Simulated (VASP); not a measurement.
# CdSe (P6_3mc) in VASP: notebook, part 2 of 2

VASP 6.6.1. Earlier steps stand in the parts before.

### Step 3. Single point, PBEsol+D3(BJ)

This run uses another cell than the first one, of 27.25 Å³/atom.

Input file INCAR:

```
SYSTEM = CdSe
PREC = Accurate
ENCUT = 520
EDIFF = 1E-6
ISMEAR = -1
SIGMA = 0.05
LREAL = .FALSE.
LASPH = .TRUE.
NELM = 60
ALGO = Normal
ISIF = 2
LWAVE = .FALSE.
LCHARG = .FALSE.
GGA = PS
IVDW = 12
NBANDS = 26
```

Input file KPOINTS:

```
regular mesh
0
G
  7 7 4
  0 0 0
```

Input file POSCAR:

```
CdSe
1.0
    4.2552399070      0.0000000000      0.0000000000
   -2.1276199535      3.6851458586      0.0000000000
    0.0000000000      0.0000000000      6.9506283386
Cd Se
2 2
Direct
    0.6666666667      0.3333333333      0.5048048623
    0.3333333333      0.6666666667      0.0048048623
    0.6666666667      0.3333333333      0.8801951377
    0.3333333333      0.6666666667      0.3801951377
```

Potentials or basis: VASP PAW PBE potentials, release 64 (Cd, Se).

The run is started by

```
$ cat potpaw_PBE.64/Cd/POTCAR potpaw_PBE.64/Se/POTCAR > POTCAR
$ mpirun -np 1 vasp_std > vasp.out
```

OUTCAR:

```text
SYSTEM = CdSe
   PREC = Accurate
   ENCUT = 520
   EDIFF = 1E-6
   ISMEAR = -1
   LREAL = .FALSE.
   LASPH = .TRUE.
   NELM = 60
   ISIF = 2
   GGA = PS
   IVDW = 12
 IVDW          = 12

 ion  position               nearest neighbor table
   1  0.667  0.333  0.505-   4 2.60   4 2.60   4 2.60   3 2.61
   2  0.333  0.667  0.005-   3 2.60   3 2.60   3 2.60   4 2.61
   3  0.667  0.333  0.880-   2 2.60   2 2.60   2 2.60   1 2.61
   4  0.333  0.667  0.380-   1 2.60   1 2.60   1 2.60   2 2.61

  LATTYP: Found a hexagonal cell.
 ALAT       =     4.2552399070
 C/A-ratio  =     1.6334280770

  Lattice vectors:

 A1 = (   4.2552399070,   0.0000000000,   0.0000000000)
 A2 = (  -2.1276199535,   3.6851458586,   0.0000000000)
 A3 = (   0.0000000000,   0.0000000000,   6.9506283386)

Analysis of symmetry for initial positions (statically):
=====================================================================
 Subroutine PRICEL returns:
 Original cell was already a primitive cell.

 Routine SETGRP: Setting up the symmetry group for a
 hexagonal supercell.

 Subroutine GETGRP returns: Found 12 space group operations
 (whereof  6 operations were pure point group operations)
 out of a pool of 24 trial point group operations.

The static configuration has the point symmetry C_3v.
 The point group associated with its full space group is C_6v.

Analysis of symmetry for dynamics (positions and initial velocities):
=====================================================================
 Subroutine PRICEL returns:
 Original cell was already a primitive cell.

 Routine SETGRP: Setting up the symmetry group for a
 hexagonal supercell.

 Subroutine GETGRP returns: Found 12 space group operations
 (whereof  6 operations were pure point group operations)
 out of a pool of 24 trial point group operations.

The dynamic configuration has the point symmetry C_3v.
 The point group associated with its full space group is C_6v.

 Subroutine INISYM returns: Found 12 space group operations
 (whereof  6 operations are pure point group operations),
 and found     1 'primitive' translations

----------------------------------------------------------------------------------------

                                     Primitive cell

  volume of cell :     108.9941

  direct lattice vectors                    reciprocal lattice vectors
     4.255239907  0.000000000  0.000000000     0.235004376  0.135679840  0.000000000
    -2.127619953  3.685145859  0.000000000     0.000000000  0.271359680  0.000000000
     0.000000000  0.000000000  6.950628339     0.000000000  0.000000000  0.143871885

  length of vectors
     4.255239907  4.255239907  6.950628339     0.271359680  0.271359680  0.143871885

  position of ions in fractional coordinates (direct lattice)
     0.666666667  0.333333333  0.504804862
     0.333333333  0.666666667  0.004804862
     0.666666667  0.333333333  0.880195138
     0.333333333  0.666666667  0.380195138

  ion indices of the primitive-cell ions
   primitive index   ion index
                 1           1
                 2           2
                 3           3
                 4           4

----------------------------------------------------------------------------------------

 KPOINTS: regular mesh

Automatic generation of k-mesh.
 Grid dimensions read from file:
 generate k-points for:    7    7    4

 Generating k-lattice:

  Cartesian coordinates                     Fractional coordinates (reciprocal lattice)
     0.033572054  0.019382834  0.000000000     0.142857143  0.000000000  0.000000000
     0.000000000  0.038765669  0.000000000     0.000000000  0.142857143  0.000000000
     0.000000000  0.000000000  0.035967971     0.000000000  0.000000000  0.250000000

  Length of vectors
     0.038765669  0.038765669  0.035967971

  Shift w.r.t. Gamma in fractional coordinates (k-lattice)
     0.000000000  0.000000000  0.000000000

 Subroutine IBZKPT returns following result:
 ===========================================

 Found     24 irreducible k-points:

 Following reciprocal coordinates:
            Coordinates               Weight
  0.000000  0.000000  0.000000      1.000000
  0.142857  0.000000  0.000000      6.000000
  0.285714  0.000000  0.000000      6.000000
  0.428571  0.000000  0.000000      6.000000
  0.142857  0.142857  0.000000      6.000000
  0.285714  0.142857  0.000000     12.000000
[... 16 lines left out ...]
  0.428571  0.142857  0.500000      6.000000
  0.285714  0.285714  0.500000      6.000000
   k-points           NKPTS =     24   k-points in BZ     NKDIM =     24   number of bands    NBANDS=     26
   number of dos      NEDOS =    301   number of ions     NIONS =      4
   total plane-waves  NPLWV =  55296
   dimension x,y,z NGX =    32 NGY =   32 NGZ =   54
   dimension x,y,z NGXF=    64 NGYF=   64 NGZF=  108
   ions per type =               2   2
   NGX,Y,Z   is equivalent  to a cutoff of  12.50, 12.50, 12.92 a.u.
   NGXF,Y,Z  is equivalent  to a cutoff of  25.00, 25.00, 25.83 a.u.
 SYSTEM =  CdSe
   PREC   = accura    normal or accurate (medium, high low for compatibility)
   ISTART =      0    job   : 0-new  1-cont  2-samecut
   ICHARG =      2    charge: 1-file 2-atom 10-const
   ISPIN  =      1    spin polarized calculation?
   LNONCOLLINEAR =      F non collinear calculations
   LSORBIT =      F    spin-orbit coupling
   LASPH  =      T    aspherical Exc in radial PAW
   ENCUT  =  520.0 eV  38.22 Ry    6.18 a.u.   7.91  7.91 12.92*2*pi/ulx,y,z
   NELM   =     60;   NELMIN=  2; NELMDL= -5     # of ELM steps
   EDIFF  = 0.1E-05   stopping-criterion for ELM
   LREAL  =      F    real-space projection
   EDIFFG = 0.1E-04   stopping-criterion for IOM
   NSW    =      0    number of steps for IOM
   IBRION =     -1    ionic relax: 0-MD 1-quasi-New 2-CG
   NFREE  =      0    steps in history (QN), initial steepest desc. (CG)
   ISIF   =      2    stress and relaxation
   ISYM   =      2    0-nonsym 1-usesym 2-fastsym
   POTIM  = 0.5000    time-step for ionic-motion
   TEBEG  =    0.0;   TEEND  =   0.0 temperature during run
   PSTRESS=    0.0 pullay stress
   NELECT =      36.0000    total number of electrons
   NUPDOWN=      -1.0000    fix difference up-down
   EMIN   =  10.00;   EMAX   =-10.00  energy-range for DOS
   EFERMI =   0.00;   METHOD = LEGACY
   ISMEAR =    -1;   SIGMA  =   0.05  broadening in eV -4-tet -1-fermi 0-gaus
   EFERMI_NEDOS =   21; number of points for ismear=-14 and -15
   IALGO  =     38    algorithm
   IMIX   =      4    mixing-type and parameters
     AMIX     =   0.40;   BMIX     =  1.00
     AMIX_MAG =   1.60;   BMIX_MAG =  1.00
  volume/ion in A,a.u.               =      27.25       183.88
  Fermi-wavevector in a.u.,A,eV,Ry     =   1.131639  2.138488 17.423726  1.280608
  Thomas-Fermi vector in A             =   2.268339
   LORBIT       =      0    0 simple, 1 ext, 2 COOP (PROOUT), +10 PAW based schemes
   GGA     = PS    functional components
   LHFCALC =     F    Hartree Fock is set to
   AEXX    =    0.0000 exact exchange contribution
   IVDW    =    12    specifies the selected vdW correction
   LEPSILON=     F    determine dielectric tensor
   LRPA    =     F    only Hartree local field effects (RPA)
 non-spin polarized calculation
  energy-cutoff  :      520.00
  volume of cell :      108.99
 maximum number of plane-waves:      2958
 NGX is ok and might be reduce to    32
   NGX = 15   NGY = 15   NGZ = 25

 number of electron      36.0000008 magnetization

 Free energy of the ion-electron system (eV)
  ---------------------------------------------------
  ext. energy  EPLUGINS =         0.00000000
  ---------------------------------------------------
  free energy    TOTEN  =       -12.32256270 eV

  energy without entropy =      -12.32253197  energy(sigma->0) =      -12.32254733

 E-fermi :   1.4073     XC(G=0):  -9.2374

 val. band max:        1.0777715728   @ k =   0.0000   0.0000   0.0000
 cond. band min:       1.6827726762   @ k =   0.0000   0.0000   0.0000
 fundamental gap:      0.6050011034
 Fermi energy:         1.4073419263

 k-point     1 :       0.0000    0.0000    0.0000
  band No.  band energies     occupation
      1     -11.7418      2.00000
      2     -11.3270      2.00000
      3      -6.9486      2.00000
      4      -6.9394      2.00000
      5      -6.9394      2.00000
      6      -6.8644      2.00000
[... 685 lines left out ...]
     25       9.1052      0.00000
     26       9.1052      0.00000

------------------------ aborting loop because EDIFF is reached ----------------------------------------

 Edisp (eV)   -1.21588

 E8    (eV) :    -0.7948

  FORCE on cell =-STRESS in cart. coord.  units (eV):
  Direction    XX          YY          ZZ          XY          YZ          ZX
  --------------------------------------------------------------------------------------
  -------------------------------------------------------------------------------------
  Total       0.25605     0.25605     0.26954     0.00000     0.00000     0.00000
  in kB       3.76379     3.76379     3.96214     0.00000     0.00000     0.00000
  external pressure =        3.83 kB  Pullay stress =        0.00 kB

 VOLUME and BASIS-vectors are now :
 -----------------------------------------------------------------------------
  energy-cutoff  :      520.00
  volume of cell :      108.99
      direct lattice vectors                 reciprocal lattice vectors
     4.255239907  0.000000000  0.000000000     0.235004376  0.135679840  0.000000000
    -2.127619953  3.685145859  0.000000000     0.000000000  0.271359680  0.000000000
     0.000000000  0.000000000  6.950628339     0.000000000  0.000000000  0.143871885

 POSITION                                       TOTAL-FORCE (eV/Angst)
 -----------------------------------------------------------------------------------
      2.12762      1.22838      3.50871         0.000000     -0.000000      0.000610
     -0.00000      2.45676      0.03340        -0.000000      0.000000      0.000610
      2.12762      1.22838      6.11791         0.000000     -0.000000     -0.000610
     -0.00000      2.45676      2.64260        -0.000000      0.000000     -0.000610
 -----------------------------------------------------------------------------------
    total drift:                               -0.000000     -0.000000      0.000913

  FREE ENERGIE OF THE ION-ELECTRON SYSTEM (eV)
  ---------------------------------------------------
  free  energy   TOTEN  =       -13.5384466369 eV

  energy  without entropy=      -13.5384159114  energy(sigma->0) =      -13.53843127
```

OSZICAR:

```text
N       E                     dE             d eps       ncg     rms          rms(c)
DAV:   1     0.240314103996E+03    0.24031E+03   -0.17181E+04  1248   0.125E+03
DAV:   2    -0.881714879702E+00   -0.24120E+03   -0.23397E+03  1404   0.311E+02
DAV:   3    -0.129843039457E+02   -0.12103E+02   -0.12034E+02  1458   0.699E+01
DAV:   4    -0.130786757211E+02   -0.94372E-01   -0.94300E-01  1392   0.580E+00
DAV:   5    -0.130792273517E+02   -0.55163E-03   -0.55161E-03  1422   0.427E-01    0.908E+00
DAV:   6    -0.123650146995E+02    0.71421E+00   -0.13023E+00  1612   0.124E+01    0.715E+00
DAV:   7    -0.123272153219E+02    0.37799E-01   -0.50844E-01  1308   0.376E+00    0.281E+00
DAV:   8    -0.123229861102E+02    0.42292E-02   -0.60202E-02  1316   0.256E+00    0.384E-01
DAV:   9    -0.123224921396E+02    0.49397E-03   -0.76157E-03  1382   0.105E+00    0.122E-01
DAV:  10    -0.123225124724E+02   -0.20333E-04   -0.72417E-04  1332   0.291E-01    0.605E-02
DAV:  11    -0.123225677674E+02   -0.55295E-04   -0.15155E-04  1306   0.834E-02    0.255E-02
DAV:  12    -0.123225615718E+02    0.61956E-05   -0.46017E-05  1464   0.778E-02    0.948E-03
DAV:  13    -0.123225627852E+02   -0.12134E-05   -0.59873E-06  1284   0.209E-02    0.396E-03
DAV:  14    -0.123225626968E+02    0.88429E-07   -0.50765E-07   818   0.473E-03
   1 F= -.13538447E+02 E0= -.13538431E+02  d E =-.307255E-04
```

Wall time 24 s (1 thread of Intel Xeon 6975P-C (Granite Rapids), shared host); peak memory 0.26 GiB.

Results:

```yaml
Free_energy: -13.5384 eV
Pressure: 0.4 GPa
Band_gap_on_the_k_mesh: 0.60 eV
Dispersion_energy_per_atom: -0.304 eV
```

Caveat: the PAW data sets were made with another functional, which shifts forces and pressure a little.

### Step 4. Comparison with measurements

Step 2. Measured gap of CdSe: 1.841 eV (2 K; a printed reference work, data compilation). This calculation gives 0.50 eV (-1.35 eV). So large a miss can be the level of theory's own, or it may mean another phase, state or a wrong row. Spin-orbit coupling on Cd, Se is left out. The value is that of LDA, without temperature or zero-point motion. Semilocal functionals fall short of measured gaps as a rule.

Step 3. Measured gap of CdSe: 1.841 eV (2 K; a printed reference work, data compilation). This calculation gives 0.60 eV (-1.24 eV). So large a miss can be the level of theory's own, or it may mean another phase, state or a wrong row. Spin-orbit coupling on Cd, Se is left out. The value is that of PBEsol+D3(BJ), without temperature or zero-point motion. Semilocal functionals fall short of measured gaps as a rule.
